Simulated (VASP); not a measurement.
Wanted: the native input for a VASP 6.6.1 run.

- Task: band structure
- Functional: revPBE
- Potentials or basis: VASP PAW PBE potentials, release 64 (Ni, O)
- Cutoff: 520 eV
- k mesh: 11 × 11 × 11
- Occupations: fermi-dirac, width 0.05 eV
- Spin: collinear spin, ferromagnetic start
- Starting moments: [1.0, 0.0] μB
- Further INCAR settings: ALGO = Normal; EDIFF = 1e-07; NBANDS = 19

The structure of NiO lies in POSCAR:

```
NiO
1.0
    0.0000000000      2.0859016414      2.0859016414
    2.0859016414      0.0000000000      2.0859016414
    2.0859016414      2.0859016414      0.0000000000
Ni O
1 1
Direct
    0.0000000000      0.0000000000      0.0000000000
    0.5000000000      0.5000000000      0.5000000000
```

These files were run (other wordings do the same):

INCAR

```
PREC = Accurate
ENCUT = 520
EDIFF = 1E-7
ISMEAR = -1
SIGMA = 0.05
LREAL = False
LASPH = True
NELM = 150
ALGO = Normal
ISIF = 2
LWAVE = False
LCHARG = False
ISPIN = 2
MAGMOM = 1 0
LORBIT = 11
LMAXMIX = 4
GGA = RE
NBANDS = 19
```

KPOINTS

```
Automatic mesh
0
Gamma
  11 11 11
```

KPOINTS_OPT

```
path GXWKGLUWLK,UX
15
line-mode
reciprocal
 0.0000000000  0.0000000000  0.0000000000  G
 0.5000000000  0.0000000000  0.5000000000  X

 0.5000000000  0.0000000000  0.5000000000  X
 0.5000000000  0.2500000000  0.7500000000  W

 0.5000000000  0.2500000000  0.7500000000  W
 0.3750000000  0.3750000000  0.7500000000  K

 0.3750000000  0.3750000000  0.7500000000  K
 0.0000000000  0.0000000000  0.0000000000  G

 0.0000000000  0.0000000000  0.0000000000  G
 0.5000000000  0.5000000000  0.5000000000  L

 0.5000000000  0.5000000000  0.5000000000  L
 0.6250000000  0.2500000000  0.6250000000  U

 0.6250000000  0.2500000000  0.6250000000  U
 0.5000000000  0.2500000000  0.7500000000  W

 0.5000000000  0.2500000000  0.7500000000  W
 0.5000000000  0.5000000000  0.5000000000  L

 0.5000000000  0.5000000000  0.5000000000  L
 0.3750000000  0.3750000000  0.7500000000  K

 0.6250000000  0.2500000000  0.6250000000  U
 0.5000000000  0.0000000000  0.5000000000  X
```

Potentials or basis: VASP PAW PBE potentials, release 64 (Ni, O).

The run is started by

```bash
$ cat potpaw_PBE.64/Ni/POTCAR potpaw_PBE.64/O/POTCAR > POTCAR
$ mpirun -np 1 vasp_std > vasp.out
```

It gave:

```
Pressure                                              : 10.9 GPa
Band gap along the path                               : none (metal or under the smearing width)
Net moment                                            : 1.77 μB per cell
Site moments                                          : Ni +1.46; O +0.27 μB
Valence electrons inside the program's atomic spheres : Ni 8.98; O 5.00
```

Caveat: the PAW data sets were made with another functional, which shifts forces and pressure a little; a cell with one magnetic atom can't hold antiferromagnetic order, which such compounds often take; semilocal functionals often make such compounds metallic where correlation or magnetic order opens a gap, which also shifts bond lengths.

Run time: 49 s on 1 thread of Intel(R) Xeon(R) Platinum 8488C (Sapphire Rapids), on a shared host, peak memory 0.18 GiB.
